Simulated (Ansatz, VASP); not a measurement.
**One calculation of MnSb, two programs**

```
Sb Mn
1.0
     4.15000    0.00000    0.00000
    -2.07500    3.59401    0.00000
     0.00000    0.00000    5.78000
Sb Mn
2 2
Direct
  0.66667 0.33333 0.75000
  0.33333 0.66667 0.25000
  0.00000 0.00000 0.50000
  0.00000 0.00000 0.00000
```

Alike in both runs: task single point; functional PBE; k mesh 7 × 7 × 5; occupations gaussian, width 0.02 eV; collinear spin, ferromagnetic start.

```csv
,VASP,Ansatz
version,VASP 6.6.1,Ansatz 0.2.0
potentials or method,"VASP PAW PBE potentials, release 64 (Sb, Mn_pv)",Ansatz PAW
plane-wave cutoff (eV),520,420
valence electrons in the cell,36,60
```

Ansatz gave:

```
gap on the k mesh at the Fermi level (eV)                     : none
pressure (GPa)                                                : -3.4
largest component of the traceless stress (GPa)               : 0.80
net moment per atom (μB)                                      : 1.67
size of the moment on the site where the two differ most (μB) : 3.43
```

**Question.** Which values does VASP return?

**Answer.** gap on the k mesh at the Fermi level (eV): none; pressure (GPa): -3.4; largest component of the traceless stress (GPa): 0.81; net moment per atom (μB): 1.67; size of the moment on the site where the two differ most (μB): 3.39.

Site moments also hang on the region over which each program counts them. A gap of «none» marks a metal or a gap that the smearing closes. With one functional, cell and mesh, what is left measures potentials, basis and numerics. The two sets of potentials don't hold the same shells in valence.

Caveats: only a ferromagnetic start was run, and an antiferromagnetic order may lie lower in energy. The runs have no spin-orbit coupling, so splittings on Sb are missing.
